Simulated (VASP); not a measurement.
Set up this calculation in VASP 6.6.1, as the native input.

- Task: band structure
- Functional: PBE
- Potentials or basis: VASP PAW PBE potentials, release 64 (Pt, Se)
- Cutoff: 520 eV
- k mesh: 9 × 9 × 5
- Occupations: gaussian, width 0.03 eV
- Spin: no spin polarisation
- Further INCAR settings: ALGO = Fast; EDIFF = 1e-06; NBANDS = 18

The structure of PtSe2 (Sudovikovite) lies in POSCAR:

```
PtSe2                                   
1.0
    3.7683257513      0.0000000000      0.0000000000
   -1.8841628756      3.2634658303      0.0000000000
   -0.0000000000     -0.0000000000      4.8198134677
  Pt              Se            
     1     2
Direct
     0.0000000000000000    0.0000000000000000    0.0000000000000000
     0.3333333332999970    0.6666666667000030    0.2665143349454959
     0.6666666667000030    0.3333333332999970    0.7334856650545041
```

The input as run:

INCAR

```
SYSTEM = PtSe2
ALGO = Fast
EDIFF = 1E-6
ENCUT = 520
GGA = PE
ISIF = 2
ISMEAR = 0
KPAR = 2
LASPH = .TRUE.
LCHARG = .FALSE.
LMAXMIX = 4
LREAL = .FALSE.
LWAVE = .FALSE.
NBANDS = 18
NELM = 80
PREC = Accurate
SIGMA = 0.03
```

KPOINTS

```
k-points
0
G
  9 9 5
  0 0 0
```

KPOINTS_OPT

```
explicit points
213
Reciprocal
 0.0000000000  0.0000000000  0.0000000000 1
 0.0357142857  0.0000000000  0.0000000000 1
 0.0714285714  0.0000000000  0.0000000000 1
 0.1071428571  0.0000000000  0.0000000000 1
 0.1428571429  0.0000000000  0.0000000000 1
 0.1785714286  0.0000000000  0.0000000000 1
[... 205 lines left out ...]
 0.5000000000  0.0000000000  0.0281974800 1
 0.5000000000  0.0000000000 -0.0281974800 1
```

Potentials or basis: VASP PAW PBE potentials, release 64 (Pt, Se).

Command:

```bash
$ cat potpaw_PBE.64/Pt/POTCAR potpaw_PBE.64/Se/POTCAR > POTCAR
$ mpirun -np 2 vasp_std > vasp.out
```

Results of the run:

| Property | Result |
| --- | --- |
| Pressure | 4.0 GPa |
| Largest force | 0.024 eV/Å |
| Band gap along the path | none (metal or under the smearing width) |

Caveat: spin-orbit coupling is left out, which moves the levels of the heavy elements.

It took 73 s on 2 MPI ranks on AMD EPYC 9R14 (Zen 4) (shared host), peak memory 0.21 GiB a rank.
